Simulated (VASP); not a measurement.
# CuO (Cccm) in VASP: band structure with PBEsol

Aim: the band structure of CuO with PBEsol.

Program: VASP 6.6.1. These are calculated values, not measurements. Logs are shortened: lines on timing, memory, paths and dates and some standing lists are left out, and cuts for length are marked.

### Step 1. The crystal as given

It takes space group Cccm (No. 66, orthorhombic). Conventional cell: a = 4.083 Å, b = 4.112 Å, c = 5.101 Å, α = 90.00°, β = 90.00°, γ = 90.00°. Cu (site symmetry 2/m) has 4 O at 1.93 Å as nearest neighbours. Around O (site symmetry 222) lie 4 Cu at 1.93 Å.

### Step 2. Band structure, PBEsol

INCAR

```
ALGO = Normal
EDIFF = 1E-6
ENCUT = 520
GGA = PS
ICORELEVEL = 1
ISIF = 2
ISMEAR = 1
KPAR = 2
LASPH = T
LCHARG = F
LMAXMIX = 4
LREAL = F
LWAVE = F
NBANDS = 25
NELM = 80
PREC = Accurate
SIGMA = 0.1
```

KPOINTS

```
k-points
0
Gamma
  14 14 8
```

POSCAR

```
CuO                                     
1.0
    2.0353384324     -2.0559078003      0.1571056545
    2.0353384324      2.0559078003      0.1571056545
   -0.3924699476      0.0000000000      5.0862142488
  Cu              O             
     2     2
Direct
     0.0000000000000000    0.5000000000000000    0.0000000000000000
     0.5000000000000000    0.0000000000000000    0.5000000000000000
     0.4999249366680247    0.5000750633319754    0.2500000000000000
     0.5000750633319754    0.4999249366680247    0.7500000000000000
```

KPOINTS_OPT

```
explicit points
108
Reciprocal
 0.0000000000  0.0000000000  0.0000000000 1
-0.0555555556 -0.0555555556  0.0000000000 1
-0.1111111111 -0.1111111111  0.0000000000 1
-0.1666666667 -0.1666666667  0.0000000000 1
-0.2222222222 -0.2222222222  0.0000000000 1
-0.2777777778 -0.2777777778  0.0000000000 1
-0.3333333333 -0.3333333333  0.0000000000 1
-0.3888888889 -0.3888888889  0.0000000000 1
-0.4444444444 -0.4444444444  0.0000000000 1
-0.5000000000 -0.5000000000  0.0000000000 1
-0.5000000000 -0.5000000000  0.0000000000 1
-0.5027538634 -0.5027538634  0.0363899870 1
-0.5055077267 -0.5055077267  0.0727799740 1
-0.5082615901 -0.5082615901  0.1091699610 1
-0.5110154535 -0.5110154535  0.1455599480 1
-0.5137693168 -0.5137693168  0.1819499350 1
-0.5165231802 -0.5165231802  0.2183399220 1
-0.5192770436 -0.5192770436  0.2547299090 1
-0.5220309069 -0.5220309069  0.2911198960 1
-0.5247847703 -0.5247847703  0.3275098830 1
-0.5247847703 -0.5247847703  0.3275098830 1
-0.5220309069 -0.5220309069  0.3466754516 1
-0.5192770436 -0.5192770436  0.3658410201 1
-0.5165231802 -0.5165231802  0.3850065887 1
-0.5137693168 -0.5137693168  0.4041721572 1
-0.5110154535 -0.5110154535  0.4233377258 1
-0.5082615901 -0.5082615901  0.4425032943 1
-0.5055077267 -0.5055077267  0.4616688629 1
-0.5027538634 -0.5027538634  0.4808344314 1
-0.5000000000 -0.5000000000  0.5000000000 1
-0.5000000000 -0.5000000000  0.5000000000 1
-0.5148341762 -0.4851658238  0.5000000000 1
-0.5296683524 -0.4703316476  0.5000000000 1
-0.5445025286 -0.4554974714  0.5000000000 1
-0.5593367048 -0.4406632952  0.5000000000 1
-0.5741708810 -0.4258291190  0.5000000000 1
-0.5890050572 -0.4109949428  0.5000000000 1
-0.6038392334 -0.3961607666  0.5000000000 1
-0.6186734096 -0.3813265904  0.5000000000 1
-0.6335075858 -0.3664924142  0.5000000000 1
-0.3664924142  0.3664924142  0.5000000000 1
-0.3257710348  0.3257710348  0.5000000000 1
-0.2850496555  0.2850496555  0.5000000000 1
-0.2443282761  0.2443282761  0.5000000000 1
-0.2036068968  0.2036068968  0.5000000000 1
-0.1628855174  0.1628855174  0.5000000000 1
-0.1221641381  0.1221641381  0.5000000000 1
-0.0814427587  0.0814427587  0.5000000000 1
-0.0407213794  0.0407213794  0.5000000000 1
 0.0000000000  0.0000000000  0.5000000000 1
 0.0000000000  0.0000000000  0.5000000000 1
-0.0528016922 -0.0528016922  0.5191655686 1
-0.1056033844 -0.1056033844  0.5383311371 1
-0.1584050766 -0.1584050766  0.5574967057 1
-0.2112067688 -0.2112067688  0.5766622742 1
-0.2640084609 -0.2640084609  0.5958278428 1
-0.3168101531 -0.3168101531  0.6149934113 1
-0.3696118453 -0.3696118453  0.6341589799 1
-0.4224135375 -0.4224135375  0.6533245484 1
-0.4752152297 -0.4752152297  0.6724901170 1
-0.5000000000 -0.5000000000  0.0000000000 1
-0.5125257370 -0.4874742630  0.0000000000 1
-0.5250514740 -0.4749485260  0.0000000000 1
-0.5375772110 -0.4624227890  0.0000000000 1
-0.5501029480 -0.4498970520  0.0000000000 1
-0.5626286849 -0.4373713151  0.0000000000 1
-0.5751544219 -0.4248455781  0.0000000000 1
-0.5876801589 -0.4123198411  0.0000000000 1
-0.6002058959 -0.3997941041  0.0000000000 1
-0.6127316329 -0.3872683671  0.0000000000 1
-0.3872683671  0.3872683671  0.0000000000 1
-0.3442385485  0.3442385485  0.0000000000 1
-0.3012087300  0.3012087300  0.0000000000 1
-0.2581789114  0.2581789114  0.0000000000 1
-0.2151490928  0.2151490928  0.0000000000 1
-0.1721192743  0.1721192743  0.0000000000 1
-0.1290894557  0.1290894557  0.0000000000 1
-0.0860596371  0.0860596371  0.0000000000 1
-0.0430298186  0.0430298186  0.0000000000 1
 0.0000000000  0.0000000000  0.0000000000 1
 0.0000000000  0.0000000000  0.0000000000 1
-0.0555555556  0.0000000000  0.0000000000 1
-0.1111111111  0.0000000000  0.0000000000 1
-0.1666666667  0.0000000000  0.0000000000 1
-0.2222222222  0.0000000000  0.0000000000 1
-0.2777777778  0.0000000000  0.0000000000 1
-0.3333333333  0.0000000000  0.0000000000 1
-0.3888888889  0.0000000000  0.0000000000 1
-0.4444444444  0.0000000000  0.0000000000 1
-0.5000000000  0.0000000000  0.0000000000 1
-0.5000000000  0.0000000000  0.5000000000 1
-0.4444444444  0.0000000000  0.4444444444 1
-0.3888888889  0.0000000000  0.3888888889 1
-0.3333333333  0.0000000000  0.3333333333 1
-0.2777777778  0.0000000000  0.2777777778 1
-0.2222222222  0.0000000000  0.2222222222 1
-0.1666666667  0.0000000000  0.1666666667 1
-0.1111111111  0.0000000000  0.1111111111 1
-0.0555555556  0.0000000000  0.0555555556 1
 0.0000000000  0.0000000000  0.0000000000 1
 0.0000000000  0.0000000000  0.0000000000 1
-0.5000000000  0.0000000000  0.0000000000 1
-0.5247847703 -0.5247847703  0.3275098830 1
-0.4752152297 -0.4752152297  0.6724901170 1
-0.6335075858 -0.3664924142  0.5000000000 1
-0.3664924142  0.3664924142  0.5000000000 1
-0.5000000000 -0.5000000000  0.5000000000 1
-0.5000000000  0.0000000000  0.5000000000 1
```

Potentials or basis: VASP PAW PBE potentials, release 64 (Cu, O).

Started as:

```bash
$ cat potpaw_PBE.64/Cu/POTCAR potpaw_PBE.64/O/POTCAR > POTCAR
$ mpirun -np 2 vasp_std > vasp.out
```

OUTCAR:

```text
EDIFF = 1E-6
   ENCUT = 520
   GGA = PS
   ISIF = 2
   ISMEAR = 1
   LASPH = T
   LREAL = F
   NELM = 80
   PREC = Accurate

 ion  position               nearest neighbor table
   1  0.000  0.500  0.000-   3 1.93   4 1.93   4 1.93   3 1.93
   2  0.500  0.000  0.500-   3 1.93   4 1.93   3 1.93   4 1.93
   3  0.500  0.500  0.250-   1 1.93   2 1.93   1 1.93   2 1.93
   4  0.500  0.500  0.750-   1 1.93   2 1.93   2 1.93   1 1.93

  LATTYP: Found a simple monoclinic cell.
 ALAT       =     4.1118156006
 B/A-ratio  =     1.2406524132
 C/A-ratio  =     1.5800260757
 COS(beta)  =    -0.9493514209

  Lattice vectors:

 A1 = (   0.0000000000,   4.1118156006,   0.0000000000)
 A2 = (  -0.3924699476,   0.0000000000,   5.0862142488)
 A3 = (   2.0353384324,  -6.1677234009,   0.1571056545)

Analysis of symmetry for initial positions (statically):
=====================================================================
 Subroutine PRICEL returns:
 Original cell was already a primitive cell.

 Routine SETGRP: Setting up the symmetry group for a
 simple monoclinic supercell.

 Subroutine GETGRP returns: Found  2 space group operations
 (whereof  2 operations were pure point group operations)
 out of a pool of  4 trial point group operations.

The static configuration has the point symmetry S_2 .

Analysis of symmetry for dynamics (positions and initial velocities):
=====================================================================
 Subroutine PRICEL returns:
 Original cell was already a primitive cell.

 Routine SETGRP: Setting up the symmetry group for a
 simple monoclinic supercell.

 Subroutine GETGRP returns: Found  2 space group operations
 (whereof  2 operations were pure point group operations)
 out of a pool of  4 trial point group operations.

The dynamic configuration has the point symmetry S_2 .

 Subroutine INISYM returns: Found  2 space group operations
 (whereof  2 operations are pure point group operations),
 and found     1 'primitive' translations

----------------------------------------------------------------------------------------

                                     Primitive cell

  volume of cell :      42.8197

  direct lattice vectors                    reciprocal lattice vectors
     2.035338432 -2.055907800  0.157105654     0.244204866 -0.243201568  0.018843695
     2.035338432  2.055907800  0.157105654     0.244204866  0.243201568  0.018843695
    -0.392469948  0.000000000  5.086214249    -0.015086256  0.000000000  0.195445777

  length of vectors
     2.897247246  2.897247246  5.101333948     0.345163880  0.345163880  0.196027159

  position of ions in fractional coordinates (direct lattice)
     0.000000000  0.500000000  0.000000000
     0.500000000  0.000000000  0.500000000
     0.499924937  0.500075063  0.250000000
     0.500075063  0.499924937  0.750000000

  ion indices of the primitive-cell ions
[... 37 lines left out ...]
  0.214286  0.000000  0.000000      2.000000
  0.285714  0.000000  0.000000      2.000000
  0.357143  0.000000  0.000000      2.000000
[... 16 lines left out ...]
 -0.000000  0.142857  0.000000      2.000000
  0.071429  0.142857  0.000000      2.000000
 [... further k-points ...]
   k-points           NKPTS =    788   k-points in BZ     NKDIM =    788   number of bands    NBANDS=     25
   number of dos      NEDOS =    301   number of ions     NIONS =      4
   total plane-waves  NPLWV =  23040
   dimension x,y,z NGX =    24 NGY =   24 NGZ =   40
   dimension x,y,z NGXF=    48 NGYF=   48 NGZF=   80
   ions per type =               2   2
   NGX,Y,Z   is equivalent  to a cutoff of  13.77, 13.77, 13.04 a.u.
   NGXF,Y,Z  is equivalent  to a cutoff of  27.54, 27.54, 26.07 a.u.
 SYSTEM =  unknown system
   PREC   = accura    normal or accurate (medium, high low for compatibility)
   ISTART =      0    job   : 0-new  1-cont  2-samecut
   ICHARG =      2    charge: 1-file 2-atom 10-const
   ISPIN  =      1    spin polarized calculation?
   LNONCOLLINEAR =      F non collinear calculations
   LSORBIT =      F    spin-orbit coupling
   LASPH  =      T    aspherical Exc in radial PAW
   ENCUT  =  520.0 eV  38.22 Ry    6.18 a.u.   5.39  5.39  9.49*2*pi/ulx,y,z
   NELM   =     80;   NELMIN=  2; NELMDL= -5     # of ELM steps
   EDIFF  = 0.1E-05   stopping-criterion for ELM
   LREAL  =      F    real-space projection
   EDIFFG = 0.1E-04   stopping-criterion for IOM
   NSW    =      0    number of steps for IOM
   IBRION =     -1    ionic relax: 0-MD 1-quasi-New 2-CG
   NFREE  =      0    steps in history (QN), initial steepest desc. (CG)
   ISIF   =      2    stress and relaxation
   ISYM   =      2    0-nonsym 1-usesym 2-fastsym
   POTIM  = 0.5000    time-step for ionic-motion
   TEBEG  =    0.0;   TEEND  =   0.0 temperature during run
   PSTRESS=    0.0 pullay stress
   NELECT =      34.0000    total number of electrons
   NUPDOWN=      -1.0000    fix difference up-down
   EMIN   =  10.00;   EMAX   =-10.00  energy-range for DOS
   EFERMI =   0.00;   METHOD = LEGACY
   ISMEAR =     1;   SIGMA  =   0.10  broadening in eV -4-tet -1-fermi 0-gaus
   EFERMI_NEDOS =   21; number of points for ismear=-14 and -15
   IALGO  =     38    algorithm
   IMIX   =      4    mixing-type and parameters
     AMIX     =   0.40;   BMIX     =  1.00
     AMIX_MAG =   1.60;   BMIX_MAG =  1.00
  volume/ion in A,a.u.               =      10.70        72.24
  Fermi-wavevector in a.u.,A,eV,Ry     =   1.515956  2.864741 31.267839  2.298121
  Thomas-Fermi vector in A             =   2.625410
   LORBIT       =      0    0 simple, 1 ext, 2 COOP (PROOUT), +10 PAW based schemes
   GGA     = PS    functional components
   LHFCALC =     F    Hartree Fock is set to
   AEXX    =    0.0000 exact exchange contribution
   IVDW    =     0    specifies the selected vdW correction
   LEPSILON=     F    determine dielectric tensor
   LRPA    =     F    only Hartree local field effects (RPA)
 non-spin polarized calculation
 Methfessel and Paxton  Order N= 1 SIGMA  =   0.10
  energy-cutoff  :      520.00
  volume of cell :       42.82
 maximum number of plane-waves:      1175
 NGX is ok and might be reduce to    24
   NGX = 11   NGY = 11   NGZ = 19

 number of electron      33.9999969 magnetization

 Free energy of the ion-electron system (eV)
  ---------------------------------------------------
  ext. energy  EPLUGINS =         0.00000000
  ---------------------------------------------------
  free energy    TOTEN  =       -21.47664462 eV

  energy without entropy =      -21.47519560  energy(sigma->0) =      -21.47616162

 the core state eigenenergies are
   1-  1s  -8843.8632  2s  -1056.1657  2p   -910.6263  3s   -107.7657  3p    -65.1220

   2-  1s  -8843.8632  2s  -1056.1657  2p   -910.6262  3s   -107.7657  3p    -65.1220

   3-  1s   -502.0304
   4-  1s   -502.0304

 E-fermi :   5.1761     XC(G=0): -11.7848

 val. band max:        5.1726164975   @ k =   0.2857   0.4286   0.3750
 cond. band min:       5.1767729615   @ k =  -0.0000  -0.3571   0.1250
 fundamental gap:      0.0041564640
 Fermi energy:         5.1760640338

 k-point     1 :       0.0000    0.0000    0.0000
  band No.  band energies     occupation
      1     -14.8765      2.00000
      2     -13.4572      2.00000
      3      -3.3478      2.00000
      4      -0.5286      2.00000
      5      -0.5135      2.00000
      6       1.2257      2.00000
[... 661 lines left out ...]
     24      19.2608      0.00000
     25      20.1603      0.00000

 [... further k-points ...]

------------------------ aborting loop because EDIFF is reached ----------------------------------------

  FORCE on cell =-STRESS in cart. coord.  units (eV):
  Direction    XX          YY          ZZ          XY          YZ          ZX
  --------------------------------------------------------------------------------------
  -------------------------------------------------------------------------------------
  Total        0.0120515     -0.0105834      0.0133730     -0.0000296     -0.0000003      0.0034688
  in kB        0.4509294     -0.3959975      0.5003761     -0.0011075     -0.0000098      0.1297924
  external PRESSURE =       0.1851026 kB  Pullay stress =       0.0000000 kB

 VOLUME and BASIS-vectors are now :
 -----------------------------------------------------------------------------
  energy-cutoff  :      520.00
  volume of cell :       42.82
      direct lattice vectors                 reciprocal lattice vectors
     2.035338432 -2.055907800  0.157105654     0.244204866 -0.243201568  0.018843695
     2.035338432  2.055907800  0.157105654     0.244204866  0.243201568  0.018843695
    -0.392469948  0.000000000  5.086214249    -0.015086256  0.000000000  0.195445777

 POSITION                                       TOTAL-FORCE (eV/Angst)
 -----------------------------------------------------------------------------------
      1.01767      1.02795      0.07855        -0.000000      0.000000      0.000000
      0.82143     -1.02795      2.62166        -0.000000     -0.000000      0.000000
      1.93722      0.00031      1.42866        -0.000009     -0.001576      0.000031
      1.74099     -0.00031      3.97177         0.000009      0.001576     -0.000031
 -----------------------------------------------------------------------------------
    total drift:                                0.000000      0.000000     -0.000000

  FREE ENERGIE OF THE ION-ELECTRON SYSTEM (eV)
  ---------------------------------------------------
  free  energy   TOTEN  =       -21.4766446246 eV

  energy  without entropy=      -21.4751955997  energy(sigma->0) =      -21.47616162
```

Wall time 2.9 min (2 MPI ranks of Intel Xeon Platinum 8559C (Emerald Rapids), shared host); peak memory 1.1 GiB.

Results:

```
Free energy             : -21.4766 eV
Pressure                : 0.0 GPa
Band gap along the path : none (metal or under the smearing width)
```

Levels at the corners of the path, in eV from the Fermi level:
| point | band 13 | band 14 | band 15 | band 16 | band 17 | band 18 | band 19 | band 20 | band 21 | band 22 |
| --- | --- | --- | --- | --- | --- | --- | --- | --- | --- | --- |
| Γ | -2.51 | -2.48 | -2.39 | -2.00 | 0.68 | 0.69 | 1.44 | 6.00 | 7.39 | 13.24 |
| Y | -2.44 | -2.44 | -1.66 | -1.24 | -1.23 | 1.16 | 1.89 | 7.13 | 9.87 | 10.00 |
| Y | -2.44 | -2.44 | -1.66 | -1.24 | -1.23 | 1.16 | 1.89 | 7.13 | 9.87 | 10.00 |
| F | -2.23 | -2.22 | -1.40 | -1.39 | -1.14 | 0.25 | 2.84 | 5.10 | 10.40 | 10.53 |
| F | -2.23 | -2.22 | -1.40 | -1.39 | -1.14 | 0.25 | 2.84 | 5.10 | 10.40 | 10.53 |
| L | -2.01 | -2.01 | -1.47 | -1.47 | -0.52 | -0.52 | 3.83 | 3.83 | 10.77 | 10.77 |
| L | -2.01 | -2.01 | -1.47 | -1.47 | -0.52 | -0.52 | 3.83 | 3.83 | 10.77 | 10.77 |
| I | -2.11 | -2.11 | -1.76 | -1.76 | -0.47 | -0.47 | 4.39 | 4.39 | 10.95 | 10.95 |
| I1 | -2.11 | -2.11 | -1.76 | -1.76 | -0.47 | -0.47 | 4.39 | 4.39 | 10.95 | 10.95 |
| Z | -2.39 | -2.39 | -1.62 | -1.62 | 0.08 | 0.08 | 3.50 | 3.50 | 11.68 | 11.68 |
| Z | -2.39 | -2.39 | -1.62 | -1.62 | 0.08 | 0.08 | 3.50 | 3.50 | 11.68 | 11.68 |
| F1 | -2.23 | -2.22 | -1.40 | -1.39 | -1.14 | 0.25 | 2.84 | 5.10 | 10.40 | 10.53 |
| Y | -2.44 | -2.44 | -1.66 | -1.24 | -1.23 | 1.16 | 1.89 | 7.13 | 9.87 | 10.00 |
| X1 | -2.42 | -2.22 | -1.82 | -1.40 | -1.40 | 1.00 | 3.00 | 5.98 | 10.07 | 10.38 |
| X | -2.42 | -2.22 | -1.82 | -1.40 | -1.40 | 1.00 | 3.00 | 5.98 | 10.07 | 10.38 |
| Γ | -2.51 | -2.48 | -2.39 | -2.00 | 0.68 | 0.69 | 1.44 | 6.00 | 7.39 | 13.24 |
| Γ | -2.51 | -2.48 | -2.39 | -2.00 | 0.68 | 0.69 | 1.44 | 6.00 | 7.39 | 13.24 |
| N | -2.36 | -1.98 | -1.64 | -1.57 | 0.22 | 0.46 | 3.51 | 5.93 | 6.53 | 10.94 |
| M | -2.48 | -2.45 | -2.11 | -1.89 | -0.15 | 0.69 | 4.19 | 5.94 | 8.21 | 8.98 |
| Γ | -2.51 | -2.48 | -2.39 | -2.00 | 0.68 | 0.69 | 1.44 | 6.00 | 7.39 | 13.24 |

Core levels (eV, on the scale of the bands):
| atom | levels |
| --- | --- |
| 1 Cu | 1s -8843.9, 2s -1056.2, 2p -910.6, 3s -107.8, 3p -65.1 |
| 2 Cu | 1s -8843.9, 2s -1056.2, 2p -910.6, 3s -107.8, 3p -65.1 |
| 3 O | 1s -502.0 |
| 4 O | 1s -502.0 |

Caveat: the PAW data sets were made with another functional, which shifts forces and pressure a little; the run has no spin polarisation, though such a crystal can be magnetic; semilocal functionals often make such compounds metallic where correlation or magnetic order opens a gap, which also shifts bond lengths.
